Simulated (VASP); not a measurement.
Input of a VASP 6.6.1 run:

File INCAR:

```
SYSTEM = La2O3
PREC = Accurate ; ENCUT = 520
EDIFF = 1E-6 ; ISMEAR = 0
SIGMA = 0.01 ; LREAL = .FALSE.
LASPH = .TRUE. ; NELM = 100
ALGO = Normal ; ISIF = 2
LWAVE = .FALSE. ; LCHARG = .TRUE.
GGA = PE ; LELF = .TRUE.
LVHAR = .TRUE. ; NBANDS = 28
```

KPOINTS

```
Automatic mesh
0
G
  3 3 5
  0 0 0
```

The input POSCAR:

```
La2O3
1.0
    6.2667802800      0.0000000000      0.0000000000
   -3.1333901400      5.4271909200      0.0000000000
    0.0000000000      0.0000000000      3.2997660000
La O
2 3
Direct
    0.3333333304      0.6666666704      0.5000000000
    0.6666666696      0.3333333296      0.5000000000
    0.4919859996      0.4919859996      0.0000000000
    0.0000000000      0.5080140004      0.0000000000
    0.5080140005      0.0000000000      0.0000000000
```

Potentials or basis: VASP PAW PBE potentials, release 64 (La, O).

Command:

```bash
$ cat potpaw_PBE.64/La/POTCAR potpaw_PBE.64/O/POTCAR > POTCAR
$ mpirun -np 1 vasp_std > vasp.out
```

Problem. Estimate the band gap on the k mesh.

Solution. 1.79 eV, indirect (least direct gap 2.05 eV).

Problem. What does it give for the largest force?

Solution. 0.047 eV/Å.

Forces in eV/Å, atoms in the order of the input:
```
La   0.000  0.000  0.000
La   0.000  0.000  0.000
O    0.024  0.041  0.000
O    0.024 -0.041  0.000
O   -0.047  0.000  0.000
```

Caveat: spin-orbit coupling is left out, which moves the levels of the heavy elements; an odd mesh through Γ misses points on the zone boundary, where band edges often lie.
